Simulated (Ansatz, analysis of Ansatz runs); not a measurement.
# Neutral SiV centre in diamond: zero-phonon line against experiment, part 2 of 2

Aim: the zero-phonon line of the neutral SiV centre in diamond, to be set beside the measurement. Set-up: LDA, 216-site cell, LDA lattice, 420 eV, k: the zone centre alone. The model is a cell of 216 host atoms with 1 site emptied and Si put on another atom's site. The excitation energy is a difference of total energies with one electron moved up within one spin channel. A larger cell tests how far the defect's images disturb the number.

Ansatz 0.2.0; LDA, 216-site cell, LDA lattice, 420 eV, k: the zone centre alone.

So far. Step 3 (Ground state): Under LDA at the zone centre alone, the highest filled state is spin up, spread over 26 of 215 atoms, and the lowest empty one, 0.26 eV above it, is spin down, spread over 19 of 215 atoms.

## 4. Excited state at the ground state's structure

One electron is moved to the upper level and held there by its overlap; at the ground state's structure the energy difference is the vertical absorption.

This step: plane-wave PAW DFT, LDA; single point of a defect supercell.

File excited/input.yaml:

```yaml
crystal:
  lattice:
    - [10.59520894, 0.0, 0.0]
    - [0.0, 10.59520894, 0.0]
    - [0.0, 0.0, 10.59520894]
  atoms:
    - { symbol: C, position: [-0.000219731, -0.000219731, 0.166573553] }
    - { symbol: C, position: [0.000390306, 0.16670959, -0.000390306] }
[... 37 atom lines left out ...]
    - { symbol: C, position: [0.247627328, 0.586897628, 0.583573927] }
[... 45 atom lines left out ...]
    - { symbol: C, position: [0.416426073, 0.247627328, 0.413102372] }
[... 1 atom line left out ...]
    - { symbol: C, position: [0.586897628, 0.247627328, 0.583573927] }
[... 16 atom lines left out ...]
    - { symbol: C, position: [0.33217397, 0.33217397, 0.490031248] }
[... 2 atom lines left out ...]
    - { symbol: Si, position: [0.45831922, 0.45831922, 0.54168078] }
    - { symbol: C, position: [0.406690725, 0.584483882, 0.415516118] }
    - { symbol: C, position: [0.584483882, 0.406690725, 0.415516118] }
    - { symbol: C, position: [0.584483882, 0.584483882, 0.593309275] }
[... 1 atom line left out ...]
    - { symbol: C, position: [0.33217397, 0.509968752, 0.66782603] }
    - { symbol: C, position: [0.509968752, 0.33217397, 0.66782603] }
[... 2 atom lines left out ...]
    - { symbol: C, position: [0.416426073, 0.586897628, 0.752372672] }
    - { symbol: C, position: [0.586897628, 0.416426073, 0.752372672] }
[... 96 atom lines left out ...]
    - { symbol: C, position: [0.916884185, 0.916884185, 0.916764563] }
basis:
  ecutwfc: 420
  xc_grid: 2
hamiltonian:
  xc: lda
kpoints:
  mp_grid: { grid: [1, 1, 1] }
magnetization:
  spin_polarized: true
  initial_magnetization: 2
  spin_locking: { lock_magnetization: hard }
scf:
  occupations:
    method: fermi_dirac
    width: 0.01
    excite:
      from: { channel: down, k: 0, band: v2, track: overlap }
      to: { channel: down, k: 0, band: [v1, c1], track: overlap }
  max_iter: 150
  n_extra_bands: 20
  lower_state_search: "off"
output:
  forces: true
checkpoint:
  read: "../ground.run"
  write: "../excited.run"
  compress: false
  write_wavefunctions: true
  write_every: 100000
```

Run with:

```
$ ansatz run input.yaml --threads 32 --pin off --max-ram 84787MiB --backend cuda --events-out ev --progress --plain --runs-dir out --max-vram 78GiB
```

Numbers of over 12 decimals in the logs are rounded to 6 here.

Log:

```text
[...]
GPU FFT provider: cuFFT
GPU libraries: cuBLAS 13.8.1, cuFFT 12.4.0, cuSOLVER 12.3.2
[...]
Crystal: 215 atoms, lattice volume = 1189.402 Å³
Basis set: ecut = 420 eV, 23127 PW (Γ), exchange–correlation on 144×144×144 points (8 copies of the dense FFT grid, shifted against one another)
Bands: 451, of which v1, the nominal top of the filled ones, is band 430 counted from 1 (429 counted from 0)
Symmetry: 6 space group operations
[...]
k-points: 1
Excitation: hole v2 ↓ at k 0, (0, 0, 0); particle v1 to c1 ↓ at k 0, (0, 0, 0); 1.000000e0 electrons a cell; the bands as a deck names them, k counted from 0 among the points solved; in brackets its point in fractional reciprocal coordinates
[...]
Starting moments: Σ|m| = 2 μB on 215 of 215 sites; this step starts from the density that it was given
[...]
Magnetization: 2.0000 μB (431.0000 up, 429.0000 down)
Absolute magnetization: 2.0396 μB (∫|ρ↑−ρ↓|, with the PAW one-centre terms)
[...]
Per-site moments (μB) at R_I (Å): [(0.00341075, 0.630352), (0.00311585, 0.629675), (0.00311585, 0.629675), [... 6 left out ...]
Free energy (F): -52600.775075 eV
[...]
Internal energy: -52600.775075 eV  (E = F + TS)
E sigma→0 (E₀):  -52600.775075 eV
Fermi energy:    16.151479 (↑ 16.153015, ↓ 15.521908) eV  (of the remaining states, beside the excitation)
[...]
--- Forces (eV/Å), atoms counted from 1 ---
  atom   1  C      0.10916991     0.10916991    -0.09782908
  atom   2  C      0.10108749     0.11007469    -0.10108749
  [... 4 atoms left out ...]
  [... 209 more lines of this table ...]
  max |Σ_I F_I| component: 3.20e-7 eV/Å
--- Band table (eV) ---
[...]
[key lines of the parts left out:]
Converged-ψ floor refinement (derivative, response, wavefunction or occupation consumer): ⟨swp⟩=1.0  Hψ=1804  notcnv=0
SCF converged after 10 iterations
```

Wall time 2.9 s (1 × NVIDIA GB200 with 32 threads of Arm Neoverse V2, shared host); peak memory 1.4 GiB.

Read from the output:

```yaml
free_energy: -52600.7751 eV
total_moment: 2 μB
integral_of_the_absolute_spin_density: 2.040 μB
spin_contamination: 5.50e-4
```

## 5. Relaxation in the excited state

The zero-phonon line joins two minima, so the atoms are relaxed with the electron held in the upper level.

This step: plane-wave PAW DFT, LDA; Delta-SCF with one electron moved between two levels, relaxation of all atoms.

excited_relax/input.yaml, as its differences from excited/input.yaml of step 4:

```diff
@@ -54,3 +54,3 @@
   read: "../ground.run"
-  write: "../excited.run"
+  write: "../excited_relax.run"
   compress: false
@@ -58 +58,5 @@
   write_every: 100000
+relax:
+  f_tol: 0.02
+  max_steps: 50
+  escape_saddle: false
```

Log:

```text
[...]
Crystal: 215 atoms, lattice volume = 1189.402 Å³
Basis set: ecut = 420 eV, 23127 PW (Γ), exchange–correlation on 144×144×144 points (8 copies of the dense FFT grid, shifted against one another)
Bands: 451, of which v1, the nominal top of the filled ones, is band 430 counted from 1 (429 counted from 0)
Symmetry: 6 space group operations
[...]
k-points: 1
[...]
SCF iter   4: F=—  HF=-52600.787829 eV  |Δ(HF+E_count)|=   1.23e-1  Δρ=1.40e-3 (↑7.90e-4 ↓1.40e-3)  dr2=6.11e-2  dr2_m=6.09e-3  M=2.000 μB ∫|m|=2.049 μB  Hψ=1448
[...]
SCF iter  10: F=-52600.775075 eV  HF=-52600.775075 eV  |Δ(HF+E_count)|=   3.20e-9  Δρ=2.20e-7 (↑2.20e-7 ↓2.05e-7)  dr2=1.88e-9  dr2_m=3.61e-11  M=2.000 μB ∫|m|=2.039 μB  Hψ=2664
[...]
SCF 1 converged in 10 iterations: F = -52600.775075 eV  dr2 = 1.88e-9
[...]
Magnetization: 2.0000 μB (431.0000 up, 429.0000 down)
Absolute magnetization: 2.0391 μB (∫|ρ↑−ρ↓|, with the PAW one-centre terms)
[...]
Per-site moments (μB) at R_I (Å): [(0.00333195, 0.629692), (0.00304872, 0.628811), (0.00304872, 0.628811), [... 6 left out ...]
Free energy (F): -52600.862937 eV
[...]
Internal energy: -52600.862937 eV  (E = F + TS)
E sigma→0 (E₀):  -52600.862937 eV
[...]
--- Forces (eV/Å), atoms counted from 1 ---
  atom   1  C     -0.00330432    -0.00330432     0.00215478
  atom   2  C      0.00202143     0.00029939    -0.00202143
  [... 4 atoms left out ...]
  [... 209 more lines of this table ...]
  max |Σ_I F_I| component: 9.44e-7 eV/Å
--- Band table (eV) ---
[...]
--- Relaxed structure (4 steps of the walk, 3 accepted, 0 SCFs on fresh bases) ---
  F+E_penalty+E_count = -52600.86293652 eV   max|allowed force component| = 9.716e-3 eV/Å
  atoms:
    - { symbol: C, position: [-9.225591727246566e-5, -9.22559172724657e-5, 0.166443] }
    - { symbol: C, position: [0.000528, 0.166836, -0.000528] }
    [... 4 atoms left out ...]
  [... 209 more lines of this table ...]
[key lines of the parts left out:]
SCF converged after 7 iterations
```

Run time: 5.5 s. Hardware: 1 × NVIDIA GB200 with 32 threads; peak memory 1.5 GiB; 19 s of CPU time.

Step by step:

```csv
step,energy less that of the first step (eV),largest force component (eV/Å)
1,0.0000,0.3977
2,-0.0686,0.1422
3,0.0121,0.3702
4,-0.0879,0.0097
```

Relaxation step 3 was tried and not accepted.

The run keeps the 6 symmetry operations that it works with, so distortions that break them were not tested.

The atoms that moved most (Å):

```csv
atom,dx,dy,dz,length
C114,0.002,0.008,-0.008,0.011
C113,0.008,0.002,-0.008,0.011
C105,0.008,0.008,-0.002,0.011
C110,-0.008,-0.002,0.008,0.011
C109,-0.002,-0.008,0.008,0.011
C111,-0.008,-0.008,0.002,0.011
C39,-0.002,-0.006,-0.001,0.006
C86,-0.006,-0.002,-0.001,0.006
```

Neighbours of the ideal centre at the end:

```csv
atom,distance (Å)
Si108,0.000
C110,1.958
C109,1.958
C111,1.958
C114,1.958
C113,1.958
C105,1.958
C118,2.655
C117,2.655
C88,2.655
C40,2.655
C86,2.655
C39,2.655
C128,2.655
C185,2.655
C176,2.655
```

Numbers from this step:

```yaml
free_energy: -52600.8629 eV
total_moment: 2 μB
integral_of_the_absolute_spin_density: 2.039 μB
spin_contamination: 5.49e-4
```

## 6. Ground state at the excited state's structure

The ground state at the excited structure gives the vertical emission.

This step: plane-wave PAW DFT, LDA; single point of a defect supercell.

File ground_at_excited/input.yaml:

```yaml
crystal:
  lattice:
    - [10.59520894, 0.0, 0.0]
    - [0.0, 10.59520894, 0.0]
    - [0.0, 0.0, 10.59520894]
  atoms:
    - { symbol: C, position: [-9.2256e-05, -9.2256e-05, 0.166442787] }
    - { symbol: C, position: [0.000527909, 0.16683626, -0.000527909] }
[... 36 atom lines left out ...]
    - { symbol: C, position: [0.247475567, 0.415910172, 0.413023127] }
    - { symbol: C, position: [0.247475567, 0.586976873, 0.584089828] }
[... 47 atom lines left out ...]
    - { symbol: C, position: [0.586976873, 0.247475567, 0.584089828] }
[... 16 atom lines left out ...]
    - { symbol: C, position: [0.332921607, 0.332921607, 0.48982951] }
[... 2 atom lines left out ...]
    - { symbol: Si, position: [0.458327105, 0.458327105, 0.541672895] }
    - { symbol: C, position: [0.406492606, 0.58374223, 0.41625777] }
    - { symbol: C, position: [0.58374223, 0.406492606, 0.41625777] }
    - { symbol: C, position: [0.58374223, 0.58374223, 0.593507394] }
[... 1 atom line left out ...]
    - { symbol: C, position: [0.332921607, 0.51017049, 0.667078393] }
    - { symbol: C, position: [0.51017049, 0.332921607, 0.667078393] }
[... 2 atom lines left out ...]
    - { symbol: C, position: [0.415910172, 0.586976873, 0.752524433] }
    - { symbol: C, position: [0.586976873, 0.415910172, 0.752524433] }
[... 96 atom lines left out ...]
    - { symbol: C, position: [0.916755647, 0.916755647, 0.916894138] }
basis:
  ecutwfc: 420
  xc_grid: 2
hamiltonian:
  xc: lda
kpoints:
  mp_grid: { grid: [1, 1, 1] }
magnetization:
  spin_polarized: true
  initial_magnetization: 2
  spin_locking: { lock_magnetization: hard }
scf:
  occupations: { method: fermi_dirac, width: 0.01 }
  max_iter: 120
  n_extra_bands: 20
  lower_state_search: "off"
output:
  forces: true
checkpoint:
  read: "../ground.run"
  write: "../ground_at_excited.run"
  compress: false
  write_wavefunctions: true
  write_every: 100000
```

Log:

```text
[...]
Warning: the atoms were moved onto the symmetric positions of the space group found under crystal.symmetry.tolerance 1.0e-5 (fractional; [...]
[...]
Warning: checkpoint.read: the run can stay near the saved state's solution: 215 site(s) moved relative to the saved geometry (max |Δs| = 7.471e-4 fractional); [...]
[...]
GPU FFT provider: cuFFT
GPU libraries: cuBLAS 13.8.1, cuFFT 12.4.0, cuSOLVER 12.3.2
[...]
Crystal: 215 atoms, lattice volume = 1189.402 Å³
Basis set: ecut = 420 eV, 23127 PW (Γ), exchange–correlation on 144×144×144 points (8 copies of the dense FFT grid, shifted against one another)
Bands: 451, of which v1, the nominal top of the filled ones, is band 430 counted from 1 (429 counted from 0)
Symmetry: 12 space group operations
[...]
k-points: 1
[...]
GPU buffer pool allocated for 373248 grid points (all kernels)
[...]
SCF iter   6: F=-52601.773855 eV  HF=-52601.773855 eV  |Δ(HF+E_count)|=   4.65e-8  Δρ=5.25e-7 (↑4.98e-7 ↓5.25e-7)  dr2=1.04e-8  dr2_m=2.63e-10  M=2.000 μB ∫|m|=2.084 μB  Hψ=3449
SCF 1 converged in 6 iterations: F = -52601.773855 eV  dr2 = 1.04e-8
[...]
NSCF: frozen V_eff on 1 k-points
[...]
SCF converged after 6 iterations
[...]
Magnetization: 2.0000 μB (431.0000 up, 429.0000 down)
Absolute magnetization: 2.0867 μB (∫|ρ↑−ρ↓|, with the PAW one-centre terms)
[...]
Per-site moments (μB) at R_I (Å): [(0.00214137, 0.629692), (0.00145368, 0.628811), (0.00145368, 0.628811), [... 6 left out ...]
Free energy (F): -52601.773855 eV
[...]
Internal energy: -52601.773855 eV  (E = F + TS)
E sigma→0 (E₀):  -52601.773855 eV
Fermi energy:    14.230879 (↑ 15.941455, ↓ 13.970993) eV
[...]
--- Forces (eV/Å), atoms counted from 1 ---
  atom   1  C     -0.11107750    -0.11107750     0.09788050
  atom   2  C     -0.09764647    -0.10699172     0.09764647
  [... 4 atoms left out ...]
  [... 209 more lines of this table ...]
  max |Σ_I F_I| component: 3.61e-16 eV/Å
--- Band table (eV) ---
[...]
```

The job ended after 2.1 s (1 × NVIDIA GB200 with 32 threads; peak memory 1.5 GiB).

Read from the output:

| Property | Result |
| --- | --- |
| free energy | -52601.7739 eV |
| total moment | 2 μB |
| integral of the absolute spin density | 2.087 μB |
| spin contamination | 0.001566 |

## 7. Outcome

The level that gives it spreads over a large part of the cell (210 of 215 atoms): it is diffuse or a band state, and this cell can't show whether it is bound to the centre. For the record: Zero-phonon line: computed 1.00 eV, measured 1.31 eV; 0.31 eV below the measurement.

[Logs are printed without paths, hosts, clocks, repeated set-up lines and the standing remarks that a program may print on its own settings, such as how far it seeks lower states.]

[Hosts, paths, dates, database ids (printed as entryN), source tags and the programs' standing remarks are cut or masked in the printed files.]

[For some hosts the program warned that the k-mesh of the response run may be too coarse for force constants and the static dielectric constant; such warnings are not shown here.]
